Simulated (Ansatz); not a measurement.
Runs of Ansatz 0.2.0 on MgS (Niningerite). Symmetry: Fm-3m, No. 225, cubic system. The conventional cell has a = 5.203 Å, b = 5.203 Å, c = 5.203 Å, α = 90.00°, β = 90.00°, γ = 90.00°. S (site symmetry m-3m) is surrounded by 6 Mg at 2.60 Å. Mg (site symmetry m-3m) is surrounded by 6 S at 2.60 Å. 

```csv
task,potentials or basis,k mesh,cutoff (eV),smearing,basis error allowed,gap on the mesh (eV),pressure (GPa)
electric field gradients,all-electron PAW datasets made for the crystal,9 × 9 × 9,200,fermi-dirac 0.05 eV,-,2.92,(a)
Wannier functions,all-electron PAW datasets made for the crystal,9 × 9 × 9,220,fixed,-,2.92,1.2
dielectric tensor,all-electron PAW datasets made for the crystal,9 × 9 × 9,220,fixed,-,2.92,-
single point,"all-electron LAPW, scalar-relativistic",5 × 5 × 5,168,fermi-dirac 0.03 eV,0.002 eV/atom,3.19,1.3
```

Alike in all rows: level PBE; no spin polarisation; cell as given.

Fill in the values left out.

(a) 1.1.

Caveats: an odd mesh through Γ misses points on the zone boundary, where band edges often lie.

The runs don't all hold the same shells in valence.
